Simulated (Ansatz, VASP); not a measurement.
## Al: VASP beside Ansatz

Contents of INCAR:

```
  PREC = Accurate
  ENCUT = 600
  EDIFF = 1E-7
  ISMEAR = 0
  SIGMA = 0.1
  LREAL = F
  LASPH = T
  NELM = 60
  ALGO = Normal
  ISIF = 3
  LWAVE = F
  LCHARG = F
  GGA = PE
  IBRION = 2
  NSW = 90
  EDIFFG = -0.04
```

Contents of KPOINTS:

```
Automatic mesh
0
Gamma
  6 6 4
```

Contents of POSCAR:

```
Al
1.0
    4.9710903486      0.0000000000      0.0000000000
   -2.4855451743      4.3050905264      0.0000000000
    0.0000000000      0.0000000000      4.4322139271
Al
5
Direct
    0.5000000000      0.4600700000      0.4600700000
    0.5399300000      0.0399300000      0.4600700000
    0.9600700000      0.5000000000      0.4600700000
    0.0000000000      0.0000000000      0.0000000000
    0.6666666667      0.3333333333      0.1250000000
```

Input for Ansatz:

```yaml
crystal:
  lattice:
    - [4.9710903486, 0.0, 0.0]
    - [-2.4855451743, 4.3050905264, 0.0]
    - [0.0, 0.0, 4.4322139271]
  atoms:
    - { symbol: Al, position: [0.5, 0.46007, 0.46007] }
    - { symbol: Al, position: [0.53993, 0.03993, 0.46007] }
    - { symbol: Al, position: [0.96007, 0.5, 0.46007] }
    - { symbol: Al, position: [0.0, 0.0, 0.0] }
    - { symbol: Al, position: [0.6666666667, 0.3333333333, 0.125] }
basis:
  ecutwfc: 420
kpoints:
  mp_grid: { grid: [6, 6, 4] }
hamiltonian:
  xc: pbe
scf:
  occupations: { method: gaussian, width: 0.1 }
  lower_state_search: "off"
output:
  forces: true
  stress: true
  eigenvalues: true
relax:
  adjacent_minimum: "off"
  f_tol: 0.04
  max_steps: 70
  cell: { stress_tol: 0.4 }
```

Alike in both runs: task relaxation of cell and atoms; functional PBE; k mesh 6 × 6 × 4; occupations gaussian, width 0.1 eV; no spin polarisation.

|  | VASP | Ansatz |
| --- | --- | --- |
| version | VASP 6.6.1 | Ansatz 0.2.0 |
| potentials or method | VASP PAW PBE potentials, release 64 (Al) | scalar-relativistic, plane waves, PAW |
| plane-wave cutoff (eV) | 600 | 420 |
| valence electrons in the cell | 15 | 15 |

Ansatz gave:

- gap on the k mesh at the Fermi level, each at its own relaxed structure (eV): none
- relaxed volume (Å³/atom): 18.65
- relaxed cell length with the largest relative difference (Å): 4.874
- energy change over the relaxation (meV/atom): -1938

Which values does VASP return?

gap on the k mesh at the Fermi level, each at its own relaxed structure (eV): none; relaxed volume (Å³/atom): 18.66; relaxed cell length with the largest relative difference (Å): 4.876; energy change over the relaxation (meV/atom): -1940.

A gap of «none» marks a metal or a gap that the smearing closes.

Caveats: the bands computed are all filled at some k points, so no gap is given.
